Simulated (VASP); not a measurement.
Write an ASE script for VASP 6.6.1 that does the following.

- Task: single point
- Functional: PBE
- Potentials or basis: VASP PAW PBE potentials, release 64 (Re)
- Cutoff: 500 eV
- k mesh: 12 × 12 × 12
- Occupations: gaussian, width 0.05 eV
- Spin: no spin polarisation
- Further INCAR settings: ALGO = Normal; EDIFF = 1.00e-06; NBANDS = 10

The structure of Re lies in POSCAR:

```
Re
1.0
    0.0000000000      1.9750000000      1.9750000000
    1.9750000000      0.0000000000      1.9750000000
    1.9750000000      1.9750000000      0.0000000000
Re
1
Direct
    0.0000000000      0.0000000000      0.0000000000
```

This isn't the form of Re at room conditions, which is hcp.

One way to write it, as run:

run.py

```python
from ase.calculators.vasp import Vasp
from ase.dft.bandgap import bandgap
from ase.io import read

atoms = read('POSCAR')
calc = Vasp(
    directory='calc',
    xc='pbe',
    pp='PBE',
    setups='minimal',
    prec='Accurate',
    encut=500,
    ediff=1e-06,
    ismear=0,
    sigma=0.05,
    lreal=False,
    lasph=True,
    nelm=80,
    algo='Normal',
    isif=2,
    lwave=False,
    lcharg=False,
    kpts=[12, 12, 12],
    gamma=True,
    nbands=10,
)
atoms.calc = calc

print('energy (eV):', atoms.get_potential_energy())
print('free energy (eV):', atoms.get_potential_energy(force_consistent=True))
print('forces (eV/A):')
print(atoms.get_forces())
print('stress (eV/A^3, Voigt):', atoms.get_stress())
print('Fermi level (eV):', calc.get_fermi_level())
gap, top, bottom = bandgap(calc)
print('band gap (eV):', gap, 'from (spin, k, band)', top, 'to', bottom)
```

Potentials or basis: VASP PAW PBE potentials, release 64 (Re).

Command:

```sh
$ python run.py
```

It gave:

```json
{
 "Pressure": "-9.8 GPa",
 "Band gap on the k mesh": "none (metal or under the smearing width)"
}
```

It took 14 s on 1 thread of Intel(R) Xeon(R) Platinum 8488C (Sapphire Rapids), with other jobs on the host, peak memory 0.13 GiB.
